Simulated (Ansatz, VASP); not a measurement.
Given: the input of a run of Ansatz 0.2.0 on ZnS. 

File input.yaml:

```yaml
crystal:
  lattice:
    - [0.0, 2.702, 2.702]
    - [2.702, 0.0, 2.702]
    - [2.702, 2.702, 0.0]
  atoms:
    - { symbol: Zn, position: [0.75, 0.75, 0.75] }
    - { symbol: S, position: [0.0, 0.0, 0.0] }
kpoints:
  mp_grid: { grid: [9, 9, 9] }
scf:
  occupations: { method: gaussian, width: 0.019 }
hamiltonian:
  xc: pbe
  pseudopotentials: { kind: all_electron, lapw: { basis_error: 0.001 } }
output:
  forces: true
  stress: true
  eigenvalues: true
```

Potentials or basis: all-electron LAPW, scalar-relativistic.

Launch:

```sh
$ ansatz run input.yaml --threads 1 --pin off --max-ram 3072MiB --backend cpu --events-out ev --progress --plain --runs-dir out
```

Problem. What does the same run look like in VASP 6.6.1? Potentials or basis there: PBE PAW files S, Zn, 520 eV.

Solution. As run (cutoffs and basis follow the program's own potentials, and thresholds, step limits or extra output files can differ):

The input INCAR:

```
SYSTEM = ZnS
  PREC = Accurate
  ENCUT = 520
  EDIFF = 1E-7
  ISMEAR = 0
  SIGMA = 0.019000000000000003
  LREAL = .False.
  LASPH = .True.
  NELM = 80
  ALGO = Normal
  ISIF = 2
  LWAVE = .False.
  LCHARG = .True.
  GGA = PE
  LELF = .True.
  LVHAR = .True.
  NBANDS = 16
```

Contents of KPOINTS:

```
regular mesh
0
Gamma
  9 9 9
  0 0 0
```

POSCAR

```
ZnS
1.0
    0.0000000000      2.7020000000      2.7020000000
    2.7020000000      0.0000000000      2.7020000000
    2.7020000000      2.7020000000      0.0000000000
Zn S
1 1
Direct
    0.7500000000      0.7500000000      0.7500000000
    0.0000000000      0.0000000000      0.0000000000
```

Potentials or basis: VASP PAW PBE potentials, release 64 (Zn, S).

Command:

```bash
$ cat potpaw_PBE.64/Zn/POTCAR potpaw_PBE.64/S/POTCAR > POTCAR
$ mpirun -np 1 vasp_std > vasp.out
```

Both were run:

|  | Ansatz | VASP |
| --- | --- | --- |
| Pressure | 1.6 GPa | 1.8 GPa |

Where Ansatz's input types no cutoff or centring, it takes its own default and a Γ-centred mesh.

Pressure is positive in compression.
